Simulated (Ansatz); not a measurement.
**CaSe: elastic constants from stress and strain**

```yaml
crystal:
  lattice:
    - [0.00000, 2.95600, 2.95600]
    - [2.95600, 0.00000, 2.95600]
    - [2.95600, 2.95600, 0.00000]
  atoms:
    - { symbol: Ca, position: [0.00000, 0.00000, 0.00000] }
    - { symbol: Se, position: [0.50000, 0.50000, 0.50000] }
```

Atoms are numbered in the order listed.

The cell is COD entry 1010880, as deposited and not checked against the literature; nothing was relaxed. It is an old determination, and later ones may differ.

All numbers below come from Ansatz 0.2.0, DFT, PBE, all-electron LAPW, scalar-relativistic.

The runs use a Γ-centred 7×7×7 k mesh, Fermi–Dirac smearing of 0.01 eV, basis error target 1 meV/atom, no spin polarisation.

The unstrained cell is at 1.17 GPa. Large strains and very small stresses are left out. Each strain is applied once, with fractional coordinates held (clamped ions), and σ below is the change of stress, positive in tension. One finite strain gives stress–strain coefficients at this pressure with an error of the order of the strain times third-order constants, a few per cent for each per cent of strain.

Task: With z strained by +1.5 % at fixed volume, the run gives σzz − σxx = 2.05 GPa and εzz − εxx = 0.0224. Which stiffness follows?

Result: C11 − C12 = (σzz − σxx)/(εzz − εxx) = 92 GPa.

Task: Scaling the volume by 0.9750 and 1.0250 gives 2.57 GPa and -0.07 GPa. Combine this with the best C11 − C12 to estimate C11 and C12.

Result: B = −ΔP/Δln V = 52.7 GPa = (C11 + 2 C12)/3; with C11 − C12 = 91.6 GPa, C11 = B + (2/3)(C11 − C12) = 114 GPa and C12 = B − (C11 − C12)/3 = 22 GPa.
